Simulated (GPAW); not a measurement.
# NiO (Fm-3m) in GPAW: a series of runs, part 3 of 3

GPAW 26.7.0. Earlier steps stand in the parts before.

## Step 8: How close it comes

Step 6. A measured gap of NiO is 4.3 eV (quoted in “Local correlations, non-local screening, multiplets, and band formation in NiO”, 2012, arxiv:1210.6675); the calculated 0.00 eV misses it by -4.30 eV. So large a miss can be the level of theory's own, or it may mean another phase, state or a wrong row. The value is that of optPBE-vdW, without temperature or zero-point motion. The run's magnetic order (collinear spin, ferromagnetic start) needn't be the measured crystal's.
